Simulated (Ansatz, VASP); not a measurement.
## One calculation of Si2Ni, two programs

Contents of INCAR:

```
SYSTEM = Si2Ni
PREC = Accurate
ENCUT = 600
EDIFF = 1E-6
ISMEAR = 0
SIGMA = 0.1
LREAL = .False.
LASPH = .True.
NELM = 100
ALGO = Normal
ISIF = 3
LWAVE = .False.
LCHARG = .False.
GGA = PE
IBRION = 2
NSW = 90
EDIFFG = -0.02
```

KPOINTS

```
Automatic mesh
0
Gamma
  12 12 12
  0 0 0
```

The input POSCAR:

```
Si2Ni
1.0
    0.0000000000      2.7030000000      2.7030000000
    2.7030000000      0.0000000000      2.7030000000
    2.7030000000      2.7030000000      0.0000000000
Si Ni
2 1
Direct
    0.2500000000      0.2500000000      0.2500000000
    0.7500000000      0.7500000000      0.7500000000
    0.0000000000      0.0000000000      0.0000000000
```

Input for Ansatz:

```yaml
crystal:
  lattice:
    - [0.0, 2.703, 2.703]
    - [2.703, 0.0, 2.703]
    - [2.703, 2.703, 0.0]
  atoms:
    - { symbol: Si, position: [0.25, 0.25, 0.25] }
    - { symbol: Si, position: [0.75, 0.75, 0.75] }
    - { symbol: Ni, position: [0.0, 0.0, 0.0] }
basis:
  ecutwfc: 420
kpoints:
  mp_grid: { grid: [12, 12, 12] }
hamiltonian:
  xc: pbe
scf:
  occupations: { method: gaussian, width: 0.1 }
output:
  forces: true
  stress: true
  eigenvalues: true
  write_density: true
  write_potential: true
  elf: true
  volumetric_format: npy
relax:
  adjacent_minimum: "off"
  f_tol: 0.02
  max_steps: 70
  cell: { stress_tol: 0.1 }
```

Alike in both runs: task relaxation of cell and atoms; functional PBE; k mesh 12 × 12 × 12; occupations gaussian, width 0.1 eV; no spin polarisation.

|  | VASP | Ansatz |
| --- | --- | --- |
| version | VASP 6.6.1 | Ansatz 0.2.0 |
| potentials or method | VASP PAW PBE potentials, release 64 (Si, Ni) | scalar-relativistic, plane waves, PAW |
| plane-wave cutoff (eV) | 600 | 420 |
| valence electrons in the cell | 18 | 26 |

|  | VASP | Ansatz | Ansatz less VASP |
| --- | --- | --- | --- |
| gap on the k mesh at the Fermi level, each at its own relaxed structure (eV) | none | none | - |
| relaxed volume (Å³/atom) | 13.45 | 13.44 | -0.009 |
| relaxed cell length with the largest relative difference (Å) | 3.850 | 3.849 | -0.0008 |
| energy change over the relaxation (meV/atom) | -3 | -3 | -0.1 |

A gap of «none» marks a metal or a gap that the smearing closes. The two sets of potentials don't hold the same shells in valence.

Spin polarisation is off, so any magnetic state and its effect on volume and gap are missing. PBE usually gives volumes a little too large and moduli too small. Zero-point motion and thermal expansion aren't in these numbers.
